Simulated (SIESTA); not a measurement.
Runs of SIESTA 5.4.2 on Ge. It takes space group Fd-3m (No. 227, cubic). The conventional cell has a = 5.658 Å, b = 5.658 Å, c = 5.658 Å, α = 90.00°, β = 90.00°, γ = 90.00°. Around Ge (site symmetry -43m) lie 4 Ge at 2.45 Å. 

```tsv
task	level	potentials or basis	cell	k mesh	wannier functions	bands left out below	wannier mesh	gap on the mesh (eV)	pressure (GPa)	V0 of scaled cells (Å³/atom)	B0 (GPa)
band structure	LDA	PseudoDojo 0.4 standard (LDA files), DZP (energy shift 0.003 Ry; two zetas on semicore shells)	as given	8 × 8 × 8	-	-	-	none	-0.4	-	-
equation of state	PBEsol	PseudoDojo 0.4 standard (PBEsol files), DZP (energy shift 0.003 Ry; two zetas on semicore shells)	as given	8 × 8 × 8	-	-	-	-	-	23.19	67
equation of state	LDA	PseudoDojo 0.4 standard (LDA files), DZP (energy shift 0.003 Ry; two zetas on semicore shells)	as given	8 × 8 × 8	-	-	-	-	-	(a)	71
single point	PBEsol	PseudoDojo 0.4 standard (PBEsol files), DZP (energy shift 0.003 Ry; two zetas on semicore shells)	atoms moved at random, drawn with an rms of 0.05 Å	8 × 8 × 8	-	-	-	none	1.9	-	-
single point	PBEsol	PseudoDojo 0.4 standard (PBEsol files), DZP (energy shift 0.003 Ry; two zetas on semicore shells)	as given	8 × 8 × 8	-	-	-	none	(b)	-	-
Wannier functions	LDA	PseudoDojo 0.4 standard (LDA files), DZP (energy shift 0.003 Ry; two zetas on semicore shells)	as given	6 × 6 × 6	4	10	5 × 5 × 5	none	-0.2	-	-
```

Alike in all rows: no spin polarisation; smearing fermi-dirac 0.05 eV; grid cutoff 800 Ry; energy shift 0.003 Ry.

Task: Estimate the missing entries.

Result: (a) 22.51; (b) 1.8.

Caveats: the basis of atomic orbitals isn't converged, which shifts pressures, moduli and gaps; the cell is metallic, so the lowest bands form no isolated group (some runs).

A k mesh can miss the band edges, and the runs leave out spin-orbit coupling on Ge.

A gap of «none» marks a metal or a gap under the smearing width.

Runs at the PBE level aren't shown here.
